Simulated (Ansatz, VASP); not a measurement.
## LiF in VASP and in Ansatz

INCAR

```
SYSTEM = LiF
  ALGO = Normal
  EDIFF = 1E-7
  ENCUT = 520
  GGA = PE
  ISIF = 2
  ISMEAR = 0
  LASPH = .True.
  LCHARG = .False.
  LREAL = .False.
  LWAVE = .False.
  NBANDS = 18
  NELM = 100
  PREC = Accurate
  SIGMA = 0.05
```

File KPOINTS:

```
k-points
0
Gamma
  9 9 6
  0 0 0
```

Contents of POSCAR:

```
LiF
1.0
    3.1427330808      0.0000000000      0.0000000000
   -1.5713665404      2.7216866853      0.0000000000
    0.0000000000      0.0000000000      4.8495514170
Li F
2 2
Direct
    0.3333333333      0.6666666667      0.3504708074
    0.6666666667      0.3333333333      0.8504708074
    0.3333333333      0.6666666667      0.9939266766
    0.6666666667      0.3333333333      0.4939266766
```

Input for Ansatz:

```yaml
crystal:
  lattice:
    - [3.1427330808, 0.0, 0.0]
    - [-1.5713665404, 2.7216866853, 0.0]
    - [0.0, 0.0, 4.849551417]
  atoms:
    - { symbol: Li, position: [0.3333333333, 0.6666666667, 0.3504708074] }
    - { symbol: Li, position: [0.6666666667, 0.3333333333, 0.8504708074] }
    - { symbol: F, position: [0.3333333333, 0.6666666667, 0.9939266766] }
    - { symbol: F, position: [0.6666666667, 0.3333333333, 0.4939266766] }
basis:
  ecutwfc: 520.0
kpoints:
  mp_grid: { grid: [9, 9, 6] }
hamiltonian:
  xc: pbe
scf:
  occupations: { method: gaussian, width: 0.05 }
output:
  forces: true
  stress: true
  eigenvalues: true
  write_density: true
  write_potential: true
  elf: true
  volumetric_format: npy
```

Alike in both runs: task single point; functional PBE; k mesh 9 × 9 × 6; occupations gaussian, width 0.05 eV; no spin polarisation.

|  | VASP | Ansatz |
| --- | --- | --- |
| version | VASP 6.6.1 | Ansatz 0.2.0 |
| potentials or method | VASP PAW PBE potentials, release 64 (Li_sv, F) | scalar-relativistic, plane waves, PAW |
| plane-wave cutoff (eV) | 520 | 520 |
| valence electrons in the cell | 20 | 20 |

```tsv
	VASP	Ansatz	Ansatz less VASP
gap on the k mesh at the Fermi level (eV)	7.64	7.65	+0.012
least direct gap on the mesh (eV)	7.64	7.65	+0.012
rms of the force components (eV/Å)	0.457	0.435	-0.0219
```

Atom by atom the forces differ by 0.022 eV/Å (rms over components).

Caveats: an odd mesh through Γ misses points on the zone boundary, where band edges often lie.
